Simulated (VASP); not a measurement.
# VASP 6.6.1, r²SCAN single-point calculation, CdF$_{2}$ (strained fluorite)

INCAR

```
ISMEAR = 0
LREAL = .FALSE.
SIGMA = 0.01
METAGGA = R2SCAN
EDIFF = 1E-7
ISIF = 2
PREC = Accurate
NSW = 0
NELM = 120
IBRION = -1
NBANDS = 20
LCHARG = .FALSE.
LASPH = .TRUE.
LWAVE = .FALSE.
ENCUT = 520
ALGO = Normal
```

KPOINTS

```
KPOINTS created by Atomic Simulation Environment
0
Gamma
8 8 8
0 0 0
```

KPOINTS_OPT

```
special points
7
Reciprocal
0.0000000000 0.0000000000 0.0000000000 1
0.5000000000 0.0000000000 0.5000000000 1
0.6250000000 0.2500000000 0.6250000000 1
0.3750000000 0.3750000000 0.7500000000 1
0.5000000000 0.5000000000 0.5000000000 1
0.5000000000 0.2500000000 0.7500000000 1
0.2447920000 -0.5000000000 -0.2447920000 1
```

POSCAR

```
Cd F
 1.0000000000000000
    -0.0538835536000000    2.6402941273999998    2.6402941273999998
     2.6402941273999998   -0.0538835536000000    2.6402941273999998
     2.6402941273999998    2.6402941273999998   -0.0538835536000000
 Cd  F
   1   2
Cartesian
 -0.0000000000000000 -0.0000000000000000 -0.0000000000000000
  1.3150569201626592  1.3150569201626592  1.3150569201626592
  3.9116477810373400  3.9116477810373400  3.9116477810373409
```

VASP ran with the recommended PBE PAW datasets (26 valence electrons in the cell).

Command

```
mpirun -np 1 vasp_std
```

OSZICAR

```
N       E                     dE             d eps       ncg     rms          rms(c)
DAV:   1     0.171396143318E+03    0.17140E+03   -0.15817E+04  2688   0.136E+03
DAV:   2    -0.347095537668E+02   -0.20611E+03   -0.19817E+03  2824   0.352E+02
DAV:   3    -0.430134741329E+02   -0.83039E+01   -0.82834E+01  2996   0.779E+01
DAV:   4    -0.430453120436E+02   -0.31838E-01   -0.31837E-01  2776   0.498E+00
DAV:   5    -0.430454167112E+02   -0.10467E-03   -0.10467E-03  2968   0.264E-01    0.915E+00
DAV:   6    -0.336539485481E+02    0.93915E+01   -0.37546E+00  2752   0.414E+01    0.988E+00
DAV:   7    -0.336652897017E+02   -0.11341E-01   -0.14009E+00  2808   0.104E+01    0.524E+00
DAV:   8    -0.336964429293E+02   -0.31153E-01   -0.15526E-01  2852   0.574E+00    0.179E+00
DAV:   9    -0.336903080256E+02    0.61349E-02   -0.57162E-02  2692   0.245E+00    0.214E-01
DAV:  10    -0.336914972377E+02   -0.11892E-02   -0.75828E-03  2928   0.815E-01    0.291E-01
DAV:  11    -0.336914536686E+02    0.43569E-04   -0.24040E-03  2700   0.456E-01    0.137E-01
DAV:  12    -0.336913911712E+02    0.62497E-04   -0.12602E-04  2800   0.192E-01    0.386E-02
DAV:  13    -0.336913772153E+02    0.13956E-04   -0.24612E-05  2904   0.544E-02    0.194E-02
DAV:  14    -0.336913731865E+02    0.40289E-05   -0.43991E-05  2808   0.625E-02    0.162E-02
DAV:  15    -0.336913721322E+02    0.10542E-05   -0.14489E-06  2768   0.113E-02    0.717E-03
DAV:  16    -0.336913717648E+02    0.36748E-06   -0.90379E-07  2760   0.861E-03    0.667E-04
DAV:  17    -0.336913717679E+02   -0.31455E-08   -0.41563E-08  1488   0.185E-03
   1 F= -.33691372E+02 E0= -.33691372E+02  d E =-.494531E-55
       N       E                     dE             ncg
DAV:   1     0.273779903608E+04   -0.58956E+04      280
DAV:   2     0.126854507017E+04   -0.14693E+04      320
DAV:   3     0.120973745024E+04   -0.58808E+02      312
DAV:   4     0.120952633958E+04   -0.21111E+00      300
DAV:   5     0.120952563523E+04   -0.70436E-03      308
DAV:   6     0.120952563175E+04   -0.34776E-05      304
DAV:   7     0.120952563173E+04   -0.18307E-07      220
```

From OUTCAR

```
k-points           NKPTS =     65   k-points in BZ     NKDIM =     65   number of bands    NBANDS=     20

   NELECT =      26.0000    total number of electrons

   dimension x,y,z NGX =    28 NGY =   28 NGZ =   28
   dimension x,y,z NGXF=    56 NGYF=   56 NGZF=   56

  energy-cutoff  :      520.00
  volume of cell :       37.94
      direct lattice vectors                 reciprocal lattice vectors
    -0.053883554  2.640294127  2.640294127    -0.183672133  0.187498636  0.187498636
     2.640294127 -0.053883554  2.640294127     0.187498636 -0.183672133  0.187498636
     2.640294127  2.640294127 -0.053883554     0.187498636  0.187498636 -0.183672133

 k-points in reciprocal lattice and weights: KPOINTS created by Atomic Simulation Env
   0.00000000  0.00000000  0.00000000       0.002
   0.12500000  0.00000000  0.00000000       0.012
   0.25000000  0.00000000  0.00000000       0.012
   0.37500000  0.00000000  0.00000000       0.012
   0.50000000  0.00000000  0.00000000       0.006
   0.12500000  0.12500000  0.00000000       0.012
   0.25000000  0.12500000 -0.00000000       0.023
   0.37500000  0.12500000  0.00000000       0.023
   ...

 E-fermi :  -1.5254

 k-point     1 :       0.0000    0.0000    0.0000
  band No.  band energies     occupation
      1     -23.7510      2.00000
      2     -22.6006      2.00000
      3      -7.3758      2.00000
      4      -7.3652      2.00000
      5      -7.3652      2.00000
      6      -5.9866      2.00000
      7      -5.9866      2.00000
      8      -2.7569      2.00000
      9      -2.6827      2.00000
     10      -2.6827      2.00000
     11      -2.1348      2.00000
     12      -2.1348      2.00000
     13      -2.0236      2.00000
     14       2.2254      0.00000
     15      11.9313      0.00000
     16      11.9313      0.00000
     17      12.5366      0.00000
     18      16.5779      0.00000
     19      19.4648      0.00000
     20      19.4648      0.00000

 k-point     2 :       0.1250    0.0000    0.0000
  band No.  band energies     occupation
      1     -23.7003      2.00000
      2     -22.6469      2.00000
      3      -7.3129      2.00000
      4      -7.3012      2.00000
      5      -7.1860      2.00000
      6      -6.0078      2.00000
      7      -6.0064      2.00000
      8      -3.1469      2.00000
      9      -2.8352      2.00000
     10      -2.7987      2.00000
     11      -2.2421      2.00000
     12      -2.1158      2.00000
     13      -2.0318      2.00000
     14       2.7905      0.00000
     15      11.1989      0.00000
     16      12.1954      0.00000
     17      12.7223      0.00000
     18      17.7189      0.00000
     19      19.0220      0.00000
     20      19.1448      0.00000

 k-point     3 :       0.2500    0.0000    0.0000
  band No.  band energies     occupation
      1     -23.5622      2.00000
      2     -22.7734      2.00000
      3      -7.1691      2.00000
      4      -7.1510      2.00000
      5      -6.6973      2.00000
      6      -6.0291      2.00000
      7      -6.0226      2.00000
      8      -3.8809      2.00000
      9      -3.1061      2.00000
     10      -3.0973      2.00000
     11      -2.7675      2.00000
     12      -2.0668      2.00000
     13      -2.0262      2.00000
     14       4.1143      0.00000
     15       9.9620      0.00000
     16      12.8978      0.00000
     17      13.3449      0.00000
     18      18.2407      0.00000
     19      18.5454      0.00000
     20      18.9482      0.00000

 k-point     4 :       0.3750    0.0000    0.0000
  band No.  band energies     occupation
      1     -23.3703      2.00000
      2     -22.9502      2.00000
      3      -7.0482      2.00000
      4      -7.0215      2.00000
      5      -6.0656      2.00000
      6      -5.9792      2.00000
      7      -5.9670      2.00000
      8      -4.3912      2.00000
      9      -3.5445      2.00000
     10      -3.4618      2.00000
     11      -3.4110      2.00000
     12      -2.0180      2.00000
     13      -1.9967      2.00000
     14       5.6203      0.00000
     15       8.8417      0.00000
     16      13.7468      0.00000
     17      14.0761      0.00000
     18      17.5837      0.00000
     19      18.1089      0.00000
     20      18.5345      0.00000

 k-point     5 :       0.5000    0.0000    0.0000
  band No.  band energies     occupation
      1     -23.1896      2.00000
      2     -23.1240      2.00000
      3      -7.0100      2.00000
      4      -6.9798      2.00000
      5      -5.9242      2.00000
      6      -5.9109      2.00000
      7      -5.7071      2.00000
      8      -4.4773      2.00000
      9      -4.0466      2.00000
     10      -3.6304      2.00000
     11      -3.5791      2.00000
     12      -1.9982      2.00000
     13      -1.9815      2.00000
     14       6.5505      0.00000
     15       8.1209      0.00000
     16      14.1786      0.00000
     17      14.4225      0.00000
     18      17.2896      0.00000
     19      17.9420      0.00000
     20      18.1624      0.00000

 k-point     6 :       0.1250    0.1250    0.0000
  band No.  band energies     occupation
      1     -23.6840      2.00000
      2     -22.6608      2.00000
      3      -7.2811      2.00000
      4      -7.2694      2.00000
      5      -7.1357      2.00000
      6      -6.0822      2.00000
      7      -5.9694      2.00000
      8      -3.2515      2.00000
      9      -2.9292      2.00000
     10      -2.9116      2.00000
     11      -2.1350      2.00000
     12      -2.1132      2.00000
     13      -2.0307      2.00000
     14       2.9497      0.00000
     15      11.1185      0.00000
     16      12.2337      0.00000
     17      12.6552      0.00000
     18      17.5228      0.00000
     19      18.9437      0.00000
     20      19.6239      0.00000

 k-point     7 :       0.2500    0.1250   -0.0000
  band No.  band energies     occupation
      1     -23.5784      2.00000
      2     -22.7548      2.00000
      3      -7.1490      2.00000
      4      -7.1301      2.00000
      5      -6.7639      2.00000
      6      -6.1839      2.00000
      7      -5.9581      2.00000
      8      -3.8606      2.00000
      9      -3.2257      2.00000
     10      -3.1952      2.00000
     11      -2.2939      2.00000
     12      -2.1158      2.00000
     13      -2.0026      2.00000
     14       3.9637      0.00000
     15      10.1980      0.00000
     16      12.6958      0.00000
     17      13.1226      0.00000
     18      16.7274      0.00000
     19      19.4145      0.00000
     20      20.2494      0.00000

 k-point     8 :       0.3750    0.1250    0.0000
  band No.  band energies     occupation
      1     -23.4118      2.00000
      2     -22.9050      2.00000
      3      -7.0066      2.00000
      4      -6.9832      2.00000
      5      -6.2086      2.00000
      6      -6.1844      2.00000
      7      -5.9250      2.00000
      8      -4.4496      2.00000
      9      -3.6086      2.00000
     10      -3.5649      2.00000
     11      -2.7781      2.00000
     12      -2.0826      2.00000
     13      -1.9612      2.00000
     14       5.3789      0.00000
     15       9.2396      0.00000
     16      13.2870      0.00000
     17      13.7682      0.00000
     18      15.8992      0.00000
     19      18.8922      0.00000
     20      20.4400      0.00000

 k-point     9 :       0.5000    0.1250    0.0000
  band No.  band energies     occupation
      1     -23.2227      2.00000
      2     -23.0829      2.00000
      3      -6.9512      2.00000
      4      -6.9183      2.00000
      5      -6.0366      2.00000
      6      -5.9241      2.00000
      7      -5.7756      2.00000
      8      -4.7437      2.00000
      9      -3.9381      2.00000
     10      -3.7199      2.00000
     11      -3.2466      2.00000
     12      -2.0478      2.00000
     13      -1.9493      2.00000
     14       6.5808      0.00000
     15       8.4407      0.00000
     16      13.5110      0.00000
     17      14.2928      0.00000
     18      15.6380      0.00000
     19      18.2756      0.00000
     20      20.2104      0.00000

 k-point    10 :      -0.3750    0.1250   -0.0000
  band No.  band energies     occupation
      1     -23.2854      2.00000
      2     -23.0236      2.00000
      3      -6.9875      2.00000
      4      -6.9216      2.00000
      5      -6.0400      2.00000
      6      -5.9510      2.00000
      7      -5.8648      2.00000
      8      -4.7375      2.00000
      9      -3.7580      2.00000
     10      -3.5364      2.00000
     11      -3.3416      2.00000
     12      -2.0381      2.00000
     13      -1.9757      2.00000
     14       6.2330      0.00000
     15       8.7324      0.00000
     16      13.2058      0.00000
     17      14.3446      0.00000
     18      16.2361      0.00000
     19      17.7641      0.00000
     20      20.2768      0.00000

 ...

  Total        1.1699836      1.1699836      1.1699836      0.1506326      0.1506326      0.1506326
  in kB       49.4094376     49.4094376     49.4094376      6.3613483      6.3613483      6.3613483
  external PRESSURE =      49.4094376 kB  Pullay stress =       0.0000000 kB

 POSITION                                       TOTAL-FORCE (eV/Angst)
 -----------------------------------------------------------------------------------
      0.00000      0.00000      0.00000        -0.000000     -0.000000     -0.000000
      1.31506      1.31506      1.31506         0.008636      0.008636      0.008636
      3.91165      3.91165      3.91165        -0.008636     -0.008636     -0.008636
 -----------------------------------------------------------------------------------
    total drift:                               -0.000000     -0.000000      0.000000

  FREE ENERGIE OF THE ION-ELECTRON SYSTEM (eV)
  ---------------------------------------------------
  free  energy   TOTEN  =       -33.6913717679 eV

  energy  without entropy=      -33.6913717679  energy(sigma->0) =      -33.69137177
```

- gap between bands v and c: 3.86 eV
- least direct gap: 4.25 eV
- pressure: 4.9 GPa

Band v is the last that the valence electrons fill when counted band by band, and c is the next.

The run took about 2.5 min on one core of a shared host (Intel Xeon Platinum 8488C) and held 0.21 GiB at most.
